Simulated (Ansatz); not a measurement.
# V: substituted relatives

One table from this session's results is given with a row withheld; the runs are named, their logs left out.

Program: Ansatz 0.2.0. Level of theory: DFT PBE, scalar-relativistic, plane waves, PAW. These are calculated values, not measurements.

1 further run of the same task is left out (set aside as unsound or not needed).

## The structure to begin with

It takes space group Im-3m (No. 229, cubic). Conventional cell: a = 2.997 Å, b = 2.997 Å, c = 2.997 Å, α = 90.00°, β = 90.00°, γ = 90.00°. Around V (site symmetry m-3m) lie 8 V at 2.60 Å.

Coordinates:

```
V
1.0
    -1.49859    1.49859    1.49859
     1.49859   -1.49859    1.49859
     1.49859    1.49859   -1.49859
V
1
Direct
  0.00000 0.00000 0.00000
```

This cell was relaxed beforehand with the same method: volume 13.46 Å³/atom, gap on the mesh none (metal).

Set-up of the first run:

input.yaml

```yaml
crystal:
  lattice:
    - [-1.4035283973, 1.4035283973, 1.4035283973]
    - [1.4035283973, -1.4035283973, 1.4035283973]
    - [1.4035283973, 1.4035283973, -1.4035283973]
  atoms:
    - { symbol: Sb, position: [0.0, 0.0, 0.0] }
basis:
  ecutwfc: 420
kpoints:
  mp_grid: { grid: [8, 8, 8] }
hamiltonian:
  xc: pbe
scf:
  occupations: { method: gaussian, width: 0.1 }
output:
  forces: true
  stress: true
  eigenvalues: true
```

Run with:

```sh
$ ansatz run input.yaml --threads 1 --pin off --max-ram 2560MiB --backend cpu --events-out ev --progress --plain --runs-dir out
```

Among the steps run: A first look at the start (Sb); Rough relaxation on the coarse mesh (Sb); Full relaxation (Sb).

One of the session's tables, all rows but one given; the rest of the session is left out.

It belongs to the step «The crystals compared». Lengths are those of the vectors of the cell that was run:

| swap | volume (Å³/atom) | a (Å) | b (Å) | c (Å) |
| --- | --- | --- | --- | --- |
| none | 13.46 | 2.596 | 2.596 | 2.596 |
| V → Bi | ? | ? | ? | ? |
| V → Al | 16.93 | 2.802 | 2.802 | 2.802 |
| V → Sb | 27.24 | 3.283 | 3.283 | 3.283 |
| V → Ta | 18.28 | 2.875 | 2.875 | 2.875 |

Estimate the missing values for V → Bi.

The run gave: volume (Å³/atom): 31.52; a (Å): 3.447; b (Å): 3.447; c (Å): 3.447. In the column «volume (Å³/atom)» it is the highest.

Lengths are those of the computed cell. Rows of earlier swaps come from the sessions before.
